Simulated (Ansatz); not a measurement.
**CuCl2: relaxation of cell and atoms with PBEsol+U**

The system is CuCl2.

```
Cu Cl
1.0
    -2.25486    2.25486    6.85990
     2.25486   -2.25486    6.85990
     2.25486    2.25486   -6.85990
Cu Cl
1 2
Direct
  0.00000 0.00000 0.00000
  0.00000 0.50000 0.50000
  0.50000 0.00000 0.50000
```

Measurements of this composition are mostly on another form, of space group No. 12.

```json
{
 "Program": "Ansatz 0.2.0",
 "Task": "relaxation of cell and atoms",
 "Functional": "PBEsol",
 "Potentials or basis": "Ansatz PAW",
 "Cutoff": "420 eV (not typed: the program's choice for these potentials)",
 "k mesh": "8 × 8 × 8",
 "Occupations": "fermi-dirac, width 0.05 eV",
 "Spin": "no spin polarisation",
 "Hubbard terms": "Cu d U = 6 eV",
 "Hubbard projectors": "ortho-atomic (the default)",
 "Double counting": "fll (the default)"
}
```

The relaxed volume is 45.69 Å³/atom and the relaxed cell is a = 7.549 Å, b = 7.549 Å, c = 7.549 Å, α = 145.54°, β = 145.54°, γ = 49.53°. The space group after relaxing (to 0.05 Å) is I4/mmm (No. 139), the energy gained by relaxing is 1.9 meV/atom and the ionic steps are 4. The pressure after relaxing is 0.0 GPa. The band gap on the k mesh is none (metal or under the smearing width).

The path:
```tsv
step	energy change (eV)	largest force (eV/Å)	volume (Å³)
1	0.0000	0.0000	139.51
2	-0.0043	0.0000	138.41
3	-0.0061	0.0000	137.07
4	-0.0058	0.0000	137.07
```

Final structure:
```xyz
3
Lattice="-2.2359 2.2359 6.8544 2.2359 -2.2359 6.8544 2.2359 2.2359 -6.8544" Properties=species:S:1:pos:R:3 pbc="T T T"
Cu    0.0000    0.0000    0.0000
Cl    2.2359    0.0000    0.0000
Cl    0.0000    2.2359    0.0000
```

Levels at points of the mesh, in eV from the Fermi level:
```
              k point  band 13  band 14  band 15  band 16  band 17  band 18  band 19  band 20  band 21
   (0.00, 0.00, 0.00)    -2.66    -2.28    -0.87    -0.58    -0.58     3.58     6.06     8.26     9.00
  (0.00, 0.00, -0.50)    -1.68    -0.75    -0.75     0.33     1.89     5.55     8.52     8.52     8.81
  (0.00, -0.50, 0.00)    -1.63    -1.62    -1.08    -0.79    -0.77     6.75     6.93     8.32     8.45
(-0.50, -0.50, -0.50)    -2.66    -2.29    -0.87    -0.58    -0.58     3.66     6.42     7.46     9.78
```

Eigenvalues of the final occupation matrices:
```
  site  spin  trace               eigenvalues
site 1     1   4.85  0.87 0.99 1.00 1.00 1.00
```

Wall time 51 s on 2 threads of Intel(R) Xeon(R) Processor @ 2.50GHz (Skylake/Cascade Lake), on a shared host, peak memory 0.6 GiB.

Caveat: the plane-wave basis is chosen anew once the cell has moved, so the energies of steps on either side of that aren't comparable; an odd number of electrons without spin polarisation forces a metal; a magnetic or distorted state may lie lower; the run has no spin polarisation, though such a crystal can be magnetic; U without spin polarisation on a metal has little footing; the PAW data sets come from PBE, with cores solved anew for the run's functional, which leaves a small shift of forces and pressure.
